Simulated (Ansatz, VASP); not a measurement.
One calculation of SnO2, two programs

```
Sn O
1.0
     1.55190    0.89599    4.05753
    -1.55190    0.89599    4.05753
     0.00000   -1.79198    4.05753
Sn O
1 2
Cartesian
  0.0000 0.0000 6.0863
  0.0000 0.0000 2.9389
  0.0000 0.0000 9.2337
```

Alike in both runs: task single point; functional PBEsol; k mesh 12 × 12 × 12; occupations gaussian, width 0.05 eV; no spin polarisation.

```csv
,VASP,Ansatz
version,VASP 6.6.1,Ansatz 0.2.0
potentials or method,"VASP PAW PBE potentials, release 64 (Sn_d, O)","scalar-relativistic, plane waves, PAW"
plane-wave cutoff (eV),520,520
valence electrons in the cell,26,26
```

VASP gave:

* gap on the k mesh at the Fermi level (eV): 2.64
* least direct gap on the mesh (eV): 2.80
* rms of the force components (eV/Å): 0.992

Question: What did Ansatz give for the same quantities?

Answer: gap on the k mesh at the Fermi level (eV): 2.65; least direct gap on the mesh (eV): 2.80; rms of the force components (eV/Å): 0.950.

Atom by atom the forces differ by 0.042 eV/Å (rms over components). The functional is the same, so the differences come from potentials, cutoffs and numerics. Ansatz warned: «pseudo_functional_mismatch».

Caveats: the PAW data sets were made with another functional, which shifts forces and pressure a little (VASP); spin-orbit coupling is left out, which moves the levels of the heavy elements. A k mesh can miss the band edges.
